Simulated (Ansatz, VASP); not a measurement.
Given: the input of a run of VASP 6.6.1 on KF.

File INCAR:

```
SYSTEM = KF
PREC = Accurate
ENCUT = 520
EDIFF = 1E-6
ISMEAR = -1
SIGMA = 0.05
LREAL = .FALSE.
LASPH = .TRUE.
NELM = 100
ALGO = Normal
ISIF = 2
LWAVE = .FALSE.
LCHARG = .TRUE.
GGA = PE
LELF = .TRUE.
LVHAR = .TRUE.
NBANDS = 15
```

Contents of KPOINTS:

```
regular mesh
0
G
  8 8 8
  0 0 0
```

POSCAR

```
KF
1.0
    3.3018409049      0.0000000000      0.0000000000
    0.0000000000      3.3018409049      0.0000000000
    0.0000000000      0.0000000000      3.3018409049
K F
1 1
Direct
    0.0000000000      0.0000000000      0.0000000000
    0.5000000000      0.5000000000      0.5000000000
```

Potentials or basis: VASP PAW PBE potentials, release 64 (K_sv, F).

Command:

```sh
$ cat potpaw_PBE.64/K_sv/POTCAR potpaw_PBE.64/F/POTCAR > POTCAR
$ mpirun -np 1 vasp_std > vasp.out
```

Question: Translate it to Ansatz 0.2.0. Potentials there: all-electron LAPW, scalar-relativistic.

Answer: As run (the cutoff follows the program's own potentials):

The input input.yaml:

```yaml
crystal:
  lattice:
    - [3.3018409049, 0.0, 0.0]
    - [0.0, 3.3018409049, 0.0]
    - [0.0, 0.0, 3.3018409049]
  atoms:
    - { symbol: K, position: [0.0, 0.0, 0.0] }
    - { symbol: F, position: [0.5, 0.5, 0.5] }
kpoints:
  mp_grid: { grid: [8, 8, 8] }
scf:
  occupations: { method: fermi_dirac, width: 0.05 }
hamiltonian:
  xc: pbe
  pseudopotentials: { kind: all_electron, lapw: { basis_error: 0.0005 } }
output:
  forces: true
  stress: true
  eigenvalues: true
```

Potentials or basis: all-electron LAPW, scalar-relativistic.

The run is started by

```console
$ ansatz run input.yaml --threads 1 --pin off --max-ram 2560MiB --backend cpu --events-out ev --progress --plain --runs-dir out
```

Both were run:

|  | VASP | Ansatz | Ansatz less VASP |
| --- | --- | --- | --- |
| gap on the k mesh at the Fermi level (eV) | 6.00 | 6.01 | +0.011 |
| least direct gap on the mesh (eV) | 6.05 | 6.06 | +0.010 |
| pressure (GPa) | -1.2 | -1.2 | +0.03 |

Ansatz ran all-electron here, so the differences hold the error of VASP's frozen core and of both bases.

A k mesh can miss the band edges.
